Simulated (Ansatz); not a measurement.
Crystal: SnO2.

```
Sn O
1.0
    -2.00007    2.00007    5.12368
     2.00007   -2.00007    5.12368
     2.00007    2.00007   -5.12368
Sn O
2 4
Direct
  0.00000 0.00000 0.00000
  0.75000 0.25000 0.50000
  0.54652 0.04652 0.50000
  0.20348 0.20348 0.00000
  0.95348 0.45348 0.50000
  0.79652 0.79652 0.00000
```

Measurements of this composition are mostly on another form, of space group No. 136.

- Program: Ansatz 0.2.0
- Task: relaxation of cell and atoms
- Functional: LDA
- Potentials or basis: Ansatz PAW
- Cutoff: 420 eV (not typed: the program's choice for these potentials)
- k mesh: 9 × 9 × 9
- Occupations: fermi-dirac, width 0.05 eV
- Spin: no spin polarisation

At the start: volume 13.66 Å³/atom.

Problem. How do energy, volume and symmetry change on relaxing?

Solution. It ends after 6 steps and the volume is 13.39 Å³/atom (-2.0 %); space group I4_1/amd (No. 141, to 0.05 Å).

The path:
```tsv
step	energy change (eV)	largest force (eV/Å)	volume (Å³)
1	0.0000	0.1921	81.98
2	-0.0316	0.0098	80.41
3	-0.0318	0.0014	80.39
4	-0.0228	0.0014	80.39
5	-0.0232	0.0006	80.32
6	-0.0227	0.0006	80.32
```

Final structure:
```
CELL_PARAMETERS angstrom
-1.98611 1.98611 5.09019
1.98611 -1.98611 5.09019
1.98611 1.98611 -5.09019
ATOMIC_POSITIONS crystal
Sn 0.00000 0.00000 0.00000
Sn 0.75000 0.25000 0.50000
O 0.54700 0.04700 0.50000
O 0.20300 0.20300 0.00000
O 0.95300 0.45300 0.50000
O 0.79700 0.79700 0.00000
```

Caveat: the plane-wave basis is chosen anew once the cell has moved, so the energies of steps on either side of that aren't comparable; the pressure holds a Pulay correction of +1.0 GPa for the finite cutoff; the PAW data sets come from PBE, with cores solved anew for the run's functional, which leaves a small shift of forces and pressure.
